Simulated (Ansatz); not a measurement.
# SiO2 with an O vacancy: gradients before and after relaxing the atoms

Start: a supercell of SiO2 (space group P2_1) built from a computed structure from the Materials Project (it need not be an observed phase), with all atoms left at the host's positions.

```
CELL_PARAMETERS angstrom
-7.73785 8.46472 4.56164
2.63574 -8.46472 4.56164
7.73785 8.46472 -4.56164
ATOMIC_POSITIONS crystal
Si 0.64559 0.48741 0.78060
Si 0.14559 0.98741 0.78060
Si 0.14559 0.48741 0.28060
Si 0.64559 0.98741 0.28060
Si 0.54320 0.51259 0.40819
Si 0.04320 0.01259 0.40819
Si 0.04320 0.51259 0.90819
Si 0.54320 0.01259 0.90819
Si 0.37463 0.48739 0.17634
Si 0.87463 0.98739 0.17634
Si 0.87463 0.48739 0.67634
Si 0.37463 0.98739 0.67634
Si 0.43895 0.51261 0.63724
Si 0.93895 0.01261 0.63724
Si 0.93895 0.51261 0.13724
Si 0.43895 0.01261 0.13724
O 0.27785 0.73385 0.48263
O 0.77785 0.23385 0.48263
O 0.77785 0.73385 0.98264
O 0.27785 0.23385 0.98264
O 0.49879 0.26615 0.29401
O 0.99879 0.76615 0.29401
O 0.99879 0.26615 0.79401
O 0.49879 0.76615 0.79401
O 0.01932 0.23361 0.22653
O 0.51932 0.73361 0.22653
O 0.51932 0.23361 0.72653
O 0.01932 0.73361 0.72653
O 0.47067 0.51997 0.51441
O 0.97067 0.01997 0.51441
O 0.97067 0.51997 0.01441
O 0.47067 0.01997 0.01441
O 0.95856 0.99975 0.29233
O 0.95856 0.49975 0.79233
O 0.45856 0.99975 0.79233
O 0.74292 0.76639 0.53571
O 0.24292 0.26639 0.53571
O 0.24292 0.76639 0.03571
O 0.74292 0.26639 0.03571
O 0.74443 0.48002 0.70070
O 0.24443 0.98003 0.70070
O 0.24443 0.48002 0.20070
O 0.74443 0.98003 0.20070
O 0.54258 0.50025 0.70881
O 0.04258 0.00025 0.70881
O 0.04258 0.50025 0.20881
O 0.54258 0.00025 0.20881
```

Atoms are numbered from 1 in the order listed; like atoms form one site, named after its first atom.

The numbers come from a DFT calculation in Ansatz (PBE, plane waves and PAW, scalar-relativistic, 420 eV cutoff, Γ-centred 3×4×3 k-points, Fermi–Dirac smearing 0.01 eV, cell charge +2).

The largest force at the start is 2.2 eV/Å. Relaxing the ions at fixed cell moves them by 0.716 Å at most (atom 9, Si) and 0.285 Å rms.

```csv
site,atom,moved (Å),first shell before,first shell after,V_zz before (10²¹ V/m²),η before
Si1,1,0.105,4 O at 1.61–1.62 Å,4 O at 1.62–1.63 Å,0.30,0.22
Si3,3,0.227,4 O at 1.61–1.62 Å,4 O at 1.61–1.69 Å,0.47,0.81
Si5,5,0.681,3 O at 1.62 Å,3 O at 1.56–1.57 Å,4.25,0.02
Si6,6,0.064,4 O at 1.61–1.62 Å,4 O at 1.62–1.64 Å,0.20,0.45
Si7,7,0.062,4 O at 1.61–1.62 Å,4 O at 1.61–1.65 Å,0.22,0.74
Si9,9,0.716,3 O at 1.62 Å,3 O at 1.56–1.57 Å,4.24,0.01
Si10,10,0.139,4 O at 1.61–1.62 Å,4 O at 1.62–1.64 Å,0.18,0.82
Si11,11,0.121,4 O at 1.61–1.62 Å,4 O at 1.62–1.63 Å,0.12,0.74
Si12,12,0.111,4 O at 1.61–1.62 Å,4 O at 1.61–1.63 Å,-0.15,0.81
Si14,14,0.119,4 O at 1.61–1.62 Å,4 O at 1.60–1.68 Å,0.56,0.88
Si16,16,0.125,4 O at 1.61–1.62 Å,4 O at 1.60–1.68 Å,-0.50,0.93
O22,22,0.343,"2 Si at 1.62 Å, angle 162°","2 Si at 1.62 Å, angle 161°",9.80,0.07
O23,23,0.284,"2 Si at 1.62 Å, angle 162°","2 Si at 1.62–1.65 Å, angle 151°",10.32,0.09
O29,29,0.235,"2 Si at 1.62 Å, angle 157°","2 Si at 1.57–1.69 Å, angle 143°",11.60,0.22
O36,36,0.227,"2 Si at 1.62 Å, angle 170°","2 Si at 1.57–1.68 Å, angle 152°",10.94,0.40
O42,42,0.404,"2 Si at 1.62 Å, angle 157°","2 Si at 1.56–1.69 Å, angle 153°",10.26,0.60
```

**Question.** What are V_zz and η after the relaxation?

**Answer.** 

| site | atom | V_zz after | η after | change of V_zz |
| --- | --- | --- | --- | --- |
| Si1 | 1 | -0.86 | 0.93 | – |
| Si3 | 3 | 3.35 | 0.11 | +2.88 |
| Si5 | 5 | 11.89 | 0.05 | +7.64 |
| Si6 | 6 | 0.75 | 0.47 | – |
| Si7 | 7 | -0.93 | 0.90 | – |
| Si9 | 9 | 11.55 | 0.02 | +7.31 |
| Si10 | 10 | -0.69 | 0.95 | – |
| Si11 | 11 | -0.63 | 0.56 | -0.75 |
| Si12 | 12 | 0.79 | 0.46 | – |
| Si14 | 14 | 2.95 | 0.41 | +2.39 |
| Si16 | 16 | 3.12 | 0.37 | – |
| O22 | 22 | 10.59 | 0.06 | +0.79 |
| O23 | 23 | 10.14 | 0.22 | -0.18 |
| O29 | 29 | 9.90 | 0.62 | -1.70 |
| O36 | 36 | 10.26 | 0.45 | -0.68 |
| O42 | 42 | 9.97 | 0.40 | -0.29 |

The largest change of V_zz along a kept axis is on Si5, from 4.25 to 11.89. Small gradients that grow severalfold: Si3 (0.47 to 3.35). In per cent, |V_zz| changes by +173 to +180 on Si, -15 to +8 on O (all sites that start above 2). Where |V_zz| stays above 0.1 and the axes keep their order, η moves most on Si3, from 0.81 to 0.11. On O23, Si11, Si15 (not all in the table) V_xx and V_yy change places (or their axes turn by over 50°), so the two values of η hide a larger change. V_zz changes sign on Si11 (axis turned by 30°). On Si16, Si1, Si7, Si6, Si10, Si12, Si8 (not all in the table) the largest principal value lies along another axis in the second run, so the two V_zz can't be compared directly. The table leaves out 31 of the 47 sites, with |V_zz| up to 11.52; their tensors move by 6.61 at most along any direction. The statements above cover all sites. The electronic state changes along with the positions (a gap opens), so the changes aren't those of geometry alone. The host's own positions weren't relaxed first, so part of the change far from the defect can be the host's relaxation.

The defect repeats with the cell of 47 atoms, so it feels its images: sites between two images don't show the values beside a lone defect, and zeros or small values of η there can come from the images' arrangement. O and Si carry a gradient in the pure host already, so the values there aren't the defect's effect alone. A uniform background compensates the cell's charge.
Before: The run isn't spin-polarised, and a state with spin may lie lower. The defect cell has no gap above 0.1 eV on its mesh, so the values can hang on the smearing and the k-mesh. The neighbours have not yet relaxed around the defect (largest force 2.2 eV/Å), so a real crystal will differ.
